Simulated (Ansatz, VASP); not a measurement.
## Two plane-wave programs on AlFe

```
CELL_PARAMETERS angstrom
2.87067 0.00000 0.00000
0.00000 2.87067 0.00000
0.00000 0.00000 2.87067
ATOMIC_POSITIONS crystal
Fe 0.50000 0.50000 0.50000
Al 0.00000 0.00000 0.00000
```

Change from the starting cell: volume scaled by 0.96.

Alike in both runs: task single point; functional PBE; k mesh 9 × 9 × 9; occupations fermi-dirac, width 0.05 eV; collinear spin, ferromagnetic start.

```csv
,VASP,Ansatz
version,VASP 6.6.1,Ansatz 0.2.0
potentials or method,"VASP PAW PBE potentials, release 64 (Fe, Al)",Ansatz PAW
plane-wave cutoff (eV),520,420
valence electrons in the cell,11,19
```

VASP gave:

```
gap on the k mesh at the Fermi level (eV) : none
pressure (GPa)                            : 0.5
net moment per atom (μB)                  : 0.31
```

Problem. Estimate Ansatz's values.

Solution. gap on the k mesh at the Fermi level (eV): none; pressure (GPa): 0.6; net moment per atom (μB): 0.31.

A gap of «none» marks a metal or a gap that the smearing closes. With one functional, cell and mesh, what is left measures potentials, basis and numerics. The two sets of potentials don't hold the same shells in valence.
